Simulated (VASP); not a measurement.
# InP (Fm-3m) in VASP: a series of runs

One crystal, InP, is run at these levels: PBE; tasks: single point, relaxation of cell and atoms.

All numbers are computed with VASP 6.6.1; they aren't measurements. Logs are shortened: lines on timing, memory, paths and dates and some standing lists are left out, and cuts for length are marked.

### Step 1. The crystal as given

It takes space group Fm-3m (No. 225, cubic). The conventional cell has a = 5.545 Å, b = 5.545 Å, c = 5.545 Å, α = 90.00°, β = 90.00°, γ = 90.00°. In (site symmetry m-3m) has 6 P at 2.77 Å as nearest neighbours. P (site symmetry m-3m) is surrounded by 6 In at 2.77 Å.

Measurements of this composition are mostly on another form, of space group No. 216.

### Step 2. Single point, PBE

Input file INCAR:

```
ALGO = Fast
EDIFF = 1E-7
ENCUT = 520
GGA = PE
ISIF = 2
ISMEAR = 0
LASPH = T
LCHARG = T
LELF = T
LREAL = F
LVHAR = T
LWAVE = F
NBANDS = 16
NELM = 100
PREC = Accurate
SIGMA = 0.1
```

Input file KPOINTS:

```
k-points
0
Gamma
  6 6 6
```

Input file POSCAR:

```
InP
1.0
    0.0000000000      2.7724027195      2.7724027195
    2.7724027195      0.0000000000      2.7724027195
    2.7724027195      2.7724027195      0.0000000000
In P
1 1
Direct
    0.0000000000      0.0000000000      0.0000000000
    0.5000000000      0.5000000000      0.5000000000
```

Potentials or basis: VASP PAW PBE potentials, release 64 (In_d, P).

Run with:

```sh
cat potpaw_PBE.64/In_d/POTCAR potpaw_PBE.64/P/POTCAR > POTCAR
mpirun -np 1 vasp_std > vasp.out
```

OUTCAR:

```text
EDIFF = 1E-7
   ENCUT = 520
   GGA = PE
   ISIF = 2
   ISMEAR = 0
   LASPH = T
   LREAL = F
   NELM = 100
   PREC = Accurate

 ion  position               nearest neighbor table
   1  0.000  0.000  0.000-   2 2.77   2 2.77   2 2.77   2 2.77   2 2.77   2 2.77
   2  0.500  0.500  0.500-   1 2.77   1 2.77   1 2.77   1 2.77   1 2.77   1 2.77

  LATTYP: Found a face centered cubic cell.
 ALAT       =     5.5448054390

  Lattice vectors:

 A1 = (   0.0000000000,   2.7724027195,   2.7724027195)
 A2 = (   2.7724027195,   0.0000000000,   2.7724027195)
 A3 = (   2.7724027195,   2.7724027195,   0.0000000000)

Analysis of symmetry for initial positions (statically):
=====================================================================
 Subroutine PRICEL returns:
 Original cell was already a primitive cell.

 Routine SETGRP: Setting up the symmetry group for a
 face centered cubic supercell.

 Subroutine GETGRP returns: Found 48 space group operations
 (whereof 48 operations were pure point group operations)
 out of a pool of 48 trial point group operations.

The static configuration has the point symmetry O_h .

Analysis of symmetry for dynamics (positions and initial velocities):
=====================================================================
 Subroutine PRICEL returns:
 Original cell was already a primitive cell.

 Routine SETGRP: Setting up the symmetry group for a
 face centered cubic supercell.

 Subroutine GETGRP returns: Found 48 space group operations
 (whereof 48 operations were pure point group operations)
 out of a pool of 48 trial point group operations.

The dynamic configuration has the point symmetry O_h .

 Subroutine INISYM returns: Found 48 space group operations
 (whereof 48 operations are pure point group operations),
 and found     1 'primitive' translations

----------------------------------------------------------------------------------------

                                     Primitive cell

  volume of cell :      42.6186

  direct lattice vectors                    reciprocal lattice vectors
     0.000000000  2.772402720  2.772402720    -0.180348979  0.180348979  0.180348979
     2.772402720  0.000000000  2.772402720     0.180348979 -0.180348979  0.180348979
     2.772402720  2.772402720  0.000000000     0.180348979  0.180348979 -0.180348979

  length of vectors
     3.920769526  3.920769526  3.920769526     0.312373595  0.312373595  0.312373595

[... 71 lines left out ...]
   EDIFF  = 0.1E-06   stopping-criterion for ELM
   LREAL  =      F    real-space projection
   EDIFFG = 0.1E-05   stopping-criterion for IOM
   NSW    =      0    number of steps for IOM
   IBRION =     -1    ionic relax: 0-MD 1-quasi-New 2-CG
   NFREE  =      0    steps in history (QN), initial steepest desc. (CG)
   ISIF   =      2    stress and relaxation
   ISYM   =      2    0-nonsym 1-usesym 2-fastsym
   POTIM  = 0.5000    time-step for ionic-motion
   TEBEG  =    0.0;   TEEND  =   0.0 temperature during run
   PSTRESS=    0.0 pullay stress
   NELECT =      18.0000    total number of electrons
   NUPDOWN=      -1.0000    fix difference up-down
   EMIN   =  10.00;   EMAX   =-10.00  energy-range for DOS
   EFERMI =   0.00;   METHOD = LEGACY
   ISMEAR =     0;   SIGMA  =   0.10  broadening in eV -4-tet -1-fermi 0-gaus
   EFERMI_NEDOS =   21; number of points for ismear=-14 and -15
   IALGO  =     68    algorithm
   IMIX   =      4    mixing-type and parameters
     AMIX     =   0.40;   BMIX     =  1.00
     AMIX_MAG =   1.60;   BMIX_MAG =  1.00
  volume/ion in A,a.u.               =      21.31       143.80
  Fermi-wavevector in a.u.,A,eV,Ry     =   1.228286  2.321123 20.526912  1.508685
  Thomas-Fermi vector in A             =   2.363217
   LORBIT       =      0    0 simple, 1 ext, 2 COOP (PROOUT), +10 PAW based schemes
   GGA     = PE    functional components
   LHFCALC =     F    Hartree Fock is set to
   AEXX    =    0.0000 exact exchange contribution
   IVDW    =     0    specifies the selected vdW correction
   LEPSILON=     F    determine dielectric tensor
   LRPA    =     F    only Hartree local field effects (RPA)
 non-spin polarized calculation
 RMM-DIIS sequential band-by-band and
 Gauss-broadening in eV      SIGMA  =   0.10
  energy-cutoff  :      520.00
  volume of cell :       42.62
 maximum number of plane-waves:      1167
 NGX is ok and might be reduce to    30
   NGX = 15   NGY = 15   NGZ = 15

 number of electron      18.0000008 magnetization

 Free energy of the ion-electron system (eV)
  ---------------------------------------------------
  ext. energy  EPLUGINS =         0.00000000
  ---------------------------------------------------
  free energy    TOTEN  =        -7.93187806 eV

  energy without entropy =       -7.92247449  energy(sigma->0) =       -7.92717628

 E-fermi :   6.9557     XC(G=0): -10.3780

 val. band max:        6.9451846937   @ k =   0.3333   0.0000   0.0000
 cond. band min:       7.1083853033   @ k =   0.5000   0.0000   0.0000
 fundamental gap:      0.1632006096
 Fermi energy:         6.9556836572

 k-point     1 :       0.0000    0.0000    0.0000
  band No.  band energies     occupation
      1      -7.1760      2.00000
      2      -7.1760      2.00000
      3      -7.1556      2.00000
      4      -7.1556      2.00000
      5      -7.1556      2.00000
      6      -5.0079      2.00000
[... 281 lines left out ...]
      3      -7.1642      2.00000
      4      -7.0889      2.00000
      5      -7.0436      2.00000
      6      -1.8396      2.00000
[... 8 lines left out ...]
     15      19.1804      0.00000
     16      20.3617      0.00000

------------------------ aborting loop because EDIFF is reached ----------------------------------------

  FORCE on cell =-STRESS in cart. coord.  units (eV):
  Direction    XX          YY          ZZ          XY          YZ          ZX
  --------------------------------------------------------------------------------------
  -------------------------------------------------------------------------------------
  Total       -0.0192688     -0.0192688     -0.0192688     -0.0000000     -0.0000000     -0.0000000
  in kB       -0.7243811     -0.7243811     -0.7243811     -0.0000000     -0.0000000     -0.0000000
  external PRESSURE =      -0.7243811 kB  Pullay stress =       0.0000000 kB

 VOLUME and BASIS-vectors are now :
 -----------------------------------------------------------------------------
  energy-cutoff  :      520.00
  volume of cell :       42.62
      direct lattice vectors                 reciprocal lattice vectors
     0.000000000  2.772402720  2.772402720    -0.180348979  0.180348979  0.180348979
     2.772402720  0.000000000  2.772402720     0.180348979 -0.180348979  0.180348979
     2.772402720  2.772402720  0.000000000     0.180348979  0.180348979 -0.180348979

 POSITION                                       TOTAL-FORCE (eV/Angst)
 -----------------------------------------------------------------------------------
      0.00000      0.00000      0.00000        -0.000000     -0.000000     -0.000000
      2.77240      2.77240      2.77240         0.000000      0.000000      0.000000
 -----------------------------------------------------------------------------------
    total drift:                               -0.000000      0.000000      0.000000

  FREE ENERGIE OF THE ION-ELECTRON SYSTEM (eV)
  ---------------------------------------------------
  free  energy   TOTEN  =        -7.9318780640 eV

  energy  without entropy=       -7.9224744866  energy(sigma->0) =       -7.92717628
```

OSZICAR:

```text
N       E                     dE             d eps       ncg     rms          rms(c)
DAV:   1     0.112361450398E+03    0.11236E+03   -0.84609E+03   512   0.131E+03
DAV:   2    -0.115439183398E+01   -0.11352E+03   -0.10903E+03   552   0.316E+02
DAV:   3    -0.803076336011E+01   -0.68764E+01   -0.67301E+01   688   0.734E+01
DAV:   4    -0.818800879737E+01   -0.15725E+00   -0.15718E+00   624   0.113E+01
DAV:   5    -0.819676487452E+01   -0.87561E-02   -0.87559E-02   808   0.238E+00    0.468E+00
RMM:   6    -0.793742590174E+01    0.25934E+00   -0.30840E-01   612   0.559E+00    0.258E+00
RMM:   7    -0.793153909588E+01    0.58868E-02   -0.10784E-01   641   0.181E+00    0.118E+00
RMM:   8    -0.793137470097E+01    0.16439E-03   -0.14393E-02   657   0.154E+00    0.923E-02
RMM:   9    -0.793177130834E+01   -0.39661E-03   -0.51736E-03   762   0.555E-01    0.759E-02
RMM:  10    -0.793183970595E+01   -0.68398E-04   -0.68254E-04   708   0.302E-01    0.584E-02
RMM:  11    -0.793187423354E+01   -0.34528E-04   -0.17421E-04   699   0.159E-01    0.320E-02
RMM:  12    -0.793187677214E+01   -0.25386E-05   -0.75873E-05   794   0.998E-02    0.746E-03
RMM:  13    -0.793187792038E+01   -0.11482E-05   -0.14130E-05   830   0.312E-02    0.779E-03
RMM:  14    -0.793187825579E+01   -0.33541E-06   -0.13632E-06   694   0.121E-02    0.917E-03
RMM:  15    -0.793187808345E+01    0.17234E-06   -0.59885E-07   605   0.756E-03    0.744E-03
RMM:  16    -0.793187806399E+01    0.19465E-07   -0.32631E-07   568   0.638E-03
   1 F= -.79318781E+01 E0= -.79271763E+01  d E =-.940358E-02
```

Wall time 10 s (1 thread of Intel Xeon Platinum 8559C (Emerald Rapids), shared host); peak memory 0.16 GiB.

Results:

* Free energy: -7.9319 eV
* Pressure: -0.1 GPa
* Band gap on the k mesh: none (metal or under the smearing width)

Levels at points of the mesh, in eV from the Fermi level:
| k point | band 5 | band 6 | band 7 | band 8 | band 9 | band 10 | band 11 | band 12 | band 13 | band 14 |
| --- | --- | --- | --- | --- | --- | --- | --- | --- | --- | --- |
| (0.00, 0.00, 0.00) | -14.11 | -11.96 | -0.27 | -0.27 | -0.27 | 0.52 | 7.13 | 7.13 | 7.13 | 8.50 |
| (0.50, 0.00, 0.00) | -14.03 | -9.92 | -6.57 | 0.15 | 0.15 | 2.52 | 3.45 | 3.45 | 5.20 | 11.11 |
| (0.50, 0.50, 0.00) | -14.00 | -8.82 | -4.89 | -2.46 | -2.30 | -2.30 | 3.89 | 9.87 | 9.87 | 10.15 |

### Step 3. Relaxation of cell and atoms, PBE

This run uses another cell than the first one, of 23.27 Å³/atom, 1.092 times its volume.

Input file INCAR:

```
SYSTEM = InP
  PREC = Accurate
  ENCUT = 600
  EDIFF = 1E-6
  ISMEAR = 0
  SIGMA = 0.1
  LREAL = .FALSE.
  LASPH = .TRUE.
  NELM = 100
  ALGO = Normal
  ISIF = 3
  LWAVE = .FALSE.
  LCHARG = .FALSE.
  GGA = PE
  IBRION = 2
  NSW = 60
  EDIFFG = -0.04
```

Input file KPOINTS:

```
regular mesh
0
G
  6 6 6
  0 0 0
```

Input file POSCAR:

```
InP
1.0
    0.0000000000      2.8550000000      2.8550000000
    2.8550000000      0.0000000000      2.8550000000
    2.8550000000      2.8550000000      0.0000000000
In P
1 1
Direct
    0.0000000000      0.0000000000      0.0000000000
    0.5000000000      0.5000000000      0.5000000000
```

Potentials or basis: VASP PAW PBE potentials, release 64 (In_d, P).

Run with:

```sh
cat potpaw_PBE.64/In_d/POTCAR potpaw_PBE.64/P/POTCAR > POTCAR
mpirun -np 1 vasp_std > vasp.out
```

Wall time 12 s (1 thread of Intel Xeon Platinum 8559C (Emerald Rapids), shared host); peak memory 0.18 GiB.

The run converged. Its results:

```
Free energy                            : -7.9323 eV
Relaxed volume                         : 21.30 Å³/atom
Relaxed cell                           : a = 3.920 Å, b = 3.920 Å, c = 3.920 Å, α = 60.00°, β = 60.00°, γ = 60.00°
Space group after relaxing (to 0.05 Å) : Fm-3m (No. 225)
Energy gained by relaxing              : 34.6 meV/atom
Ionic steps                            : 3
Pressure after relaxing                : 0.0 GPa
Band gap on the k mesh                 : none (metal or under the smearing width)
```

The path:
| step | energy change (eV) | largest force (eV/Å) | pressure (GPa) | volume (Å³) |
| --- | --- | --- | --- | --- |
| 1 | 0.0000 | 0.0000 | -5.07 | 46.54 |
| 2 | -0.0649 | 0.0000 | 1.60 | 41.76 |
| 3 | -0.0691 | 0.0000 | 0.02 | 42.60 |

Final structure:
```
CELL_PARAMETERS angstrom
0.00000 2.77207 2.77207
2.77207 0.00000 2.77207
2.77207 2.77207 0.00000
ATOMIC_POSITIONS crystal
In 0.00000 0.00000 0.00000
P 0.50000 0.50000 0.50000
```

Levels at points of the mesh, in eV from the Fermi level:
```csv
k point,band 6,band 7,band 8,band 9,band 10,band 11,band 12,band 13
"(0.00, 0.00, 0.00)",-11.97,-0.27,-0.27,-0.27,0.52,7.13,7.13,7.13
"(0.50, 0.00, 0.00)",-9.92,-6.57,0.15,0.15,2.52,3.45,3.45,5.20
"(0.50, 0.50, 0.00)",-8.82,-4.89,-2.46,-2.30,-2.30,3.89,9.87,9.87
```

### Step 4. Single point, PBE

This run uses another cell than the first one, of 23.27 Å³/atom, 1.092 times its volume.

Input file INCAR:

```
SYSTEM = InP
PREC = Accurate
ENCUT = 520
EDIFF = 1E-6
ISMEAR = 0
SIGMA = 0.1
LREAL = .False.
LASPH = .True.
NELM = 100
ALGO = Fast
ISIF = 2
LWAVE = .False.
LCHARG = .False.
GGA = PE
NBANDS = 16
```

Input file KPOINTS:

```
Automatic mesh
0
Gamma
  6 6 6
  0 0 0
```

POSCAR is that of step 3.

Potentials or basis: VASP PAW PBE potentials, release 64 (In_d, P).

Run with:

```sh
cat potpaw_PBE.64/In_d/POTCAR potpaw_PBE.64/P/POTCAR > POTCAR
mpirun -np 1 vasp_std > vasp.out
```

OUTCAR:

```text
SYSTEM = InP
   PREC = Accurate
   ENCUT = 520
   EDIFF = 1E-6
   ISMEAR = 0
   LREAL = .False.
   LASPH = .True.
   NELM = 100
   ISIF = 2
   GGA = PE

 ion  position               nearest neighbor table
   1  0.000  0.000  0.000-   2 2.85   2 2.85   2 2.85   2 2.85   2 2.85   2 2.85
   2  0.500  0.500  0.500-   1 2.85   1 2.85   1 2.85   1 2.85   1 2.85   1 2.85

  LATTYP: Found a face centered cubic cell.
 ALAT       =     5.7100000000

  Lattice vectors:

 A1 = (   0.0000000000,   2.8550000000,   2.8550000000)
 A2 = (   2.8550000000,   0.0000000000,   2.8550000000)
[... 481 lines left out ...]

  FORCE on cell =-STRESS in cart. coord.  units (eV):
  Direction    XX          YY          ZZ          XY          YZ          ZX
  --------------------------------------------------------------------------------------
  -------------------------------------------------------------------------------------
  Total       -1.4648011     -1.4648011     -1.4648011     -0.0000000      0.0000000     -0.0000000
  in kB      -50.4244209    -50.4244209    -50.4244209     -0.0000000      0.0000000     -0.0000000
  external PRESSURE =     -50.4244209 kB  Pullay stress =       0.0000000 kB

 VOLUME and BASIS-vectors are now :
 -----------------------------------------------------------------------------
  energy-cutoff  :      520.00
  volume of cell :       46.54
      direct lattice vectors                 reciprocal lattice vectors
     0.000000000  2.855000000  2.855000000    -0.175131349  0.175131349  0.175131349
     2.855000000  0.000000000  2.855000000     0.175131349 -0.175131349  0.175131349
     2.855000000  2.855000000  0.000000000     0.175131349  0.175131349 -0.175131349

 POSITION                                       TOTAL-FORCE (eV/Angst)
 -----------------------------------------------------------------------------------
      0.00000      0.00000      0.00000        -0.000000     -0.000000      0.000000
      2.85500      2.85500      2.85500         0.000000      0.000000     -0.000000
 -----------------------------------------------------------------------------------
    total drift:                               -0.000000      0.000000      0.000000

  FREE ENERGIE OF THE ION-ELECTRON SYSTEM (eV)
  ---------------------------------------------------
  free  energy   TOTEN  =        -7.8630383394 eV

  energy  without entropy=       -7.8527829193  energy(sigma->0) =       -7.85791063
```

stdout:

```text
POSCAR found type information on POSCAR InP
 POSCAR found :  2 types and       2 ions
 scaLAPACK will be used
 LDA part: xc-table for (Slater+PW92), standard interpolation
 POSCAR, INCAR and KPOINTS ok, starting setup
 FFT: planning ... GRIDC
 FFT: planning ... GRID_SOFT
 FFT: planning ... GRID
 WAVECAR not read
 entering main loop
```

It took 8.3 s on 1 thread of Intel Xeon Platinum 8559C (Emerald Rapids), shared host; peak memory 0.16 GiB.

Results:

* Free energy: -7.8630 eV
* Pressure: -5.0 GPa
* Band gap on the k mesh: none (metal or under the smearing width)

Levels at points of the mesh, in eV from the Fermi level:
```tsv
k point	band 5	band 6	band 7	band 8	band 9	band 10	band 11	band 12	band 13	band 14
(0.00, 0.00, 0.00)	-14.05	-11.36	-0.22	-0.22	-0.22	-0.16	7.10	7.10	7.10	7.95
(0.50, 0.00, 0.00)	-13.99	-9.59	-6.14	0.12	0.12	2.44	3.45	3.45	4.52	10.62
(0.50, 0.50, 0.00)	-13.97	-8.74	-4.38	-2.56	-2.04	-2.04	4.04	9.12	9.12	9.39
```

### Step 5. The runs side by side

| task | cell | cutoff (eV) | gap on the mesh (eV) | pressure (GPa) |
| --- | --- | --- | --- | --- |
| single point | Fm-3m, 21.31 Å³/atom | 520 | none | -0.1 |
| relaxation of cell and atoms | relaxed | 600 | none | 0.0 |
| single point | Fm-3m, 23.27 Å³/atom | 520 | none | -5.0 |

Alike in all rows: level PBE; potentials or basis VASP PAW PBE potentials, release 64 (In_d, P); no spin polarisation; k mesh 6 × 6 × 6; smearing gaussian 0.1 eV.

Absolute energies hang on the potentials; compare differences alone.
